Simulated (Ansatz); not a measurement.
A TiC cell: a crystal with C and Ti atoms exchanged, relaxed.

```yaml
crystal:
  lattice:
    - [0.00098, 4.34997, 4.35009]
    - [4.52181, 0.00052, 4.35055]
    - [4.52118, 4.34981, 0.00114]
  atoms:
    - { symbol: Ti, position: [0.53074, 0.96764, 0.96887] }
    - { symbol: Ti, position: [0.52082, 0.95789, 0.47862] }
    - { symbol: Ti, position: [0.52081, 0.47760, 0.95881] }
    - { symbol: C, position: [0.35242, 0.64598, 0.64709] }
    - { symbol: Ti, position: [0.00373, 0.99482, 0.99572] }
    - { symbol: Ti, position: [0.04053, 0.95776, 0.47865] }
    - { symbol: Ti, position: [0.04055, 0.47759, 0.95875] }
    - { symbol: Ti, position: [0.03056, 0.46779, 0.46866] }
    - { symbol: C, position: [0.28074, 0.21770, 0.21873] }
    - { symbol: C, position: [0.28066, 0.21771, 0.71871] }
    - { symbol: C, position: [0.28062, 0.71768, 0.21879] }
    - { symbol: C, position: [0.20890, 0.78954, 0.79036] }
    - { symbol: Ti, position: [0.55756, 0.44064, 0.44178] }
    - { symbol: C, position: [0.78064, 0.21768, 0.71872] }
    - { symbol: C, position: [0.78067, 0.71770, 0.21871] }
    - { symbol: C, position: [0.78064, 0.71772, 0.71871] }
```

Computed with DFT PBE, scalar-relativistic, plane waves, PAW (Ansatz 0.2.0).

Settings: cutoff 420 eV, Γ-centred mesh 6×6×6 on the computed 16-atom cell, Gaussian smearing of 0.10 eV; no spin polarisation.

Problem. Describe its local order.

Solution. Counting as bonded all pairs within 1.2 times the summed covalent radii:

| atom → neighbour | mean count | mean length (Å) | spread (Å) |
| --- | --- | --- | --- |
| C → C | 0.25 | 1.30 | 0.00 |
| C → Ti | 5.75 | 2.19 | 0.08 |
| Ti → C | 5.75 | 2.19 | 0.08 |
| Ti → Ti | 12.00 | 3.12 | 0.09 |

Angles between all pairs of such bonds at an atom (mean ± spread): 106 ± 35° at C, 94 ± 36° at Ti.

Problem. Does it have a gap?

Solution. It has no gap on the mesh. Levels at Γ next to the Fermi level (eV from it): -2.58, -1.73, -1.36, -0.38, -0.38, -0.31, 0.13, 0.13, 0.28, 0.72, 0.72, 0.73. It lies 0.50 eV/atom below the elements' standard states (static lattices, no corrections for gases).

The final mesh leaves forces up to 0.25 eV/Å and stresses up to 0.5 GPa: the relaxation ran on a coarser mesh, so the cell's shape, its bonds and its energy belong partly to that mesh.

This form isn't the usual stable structure of the compound.

Cost: 2 runs of about 13 core-minutes in all (earlier runs that led there not counted), on Intel Xeon Processor @ 2.50GHz (Skylake/Cascade Lake) (shared hosts).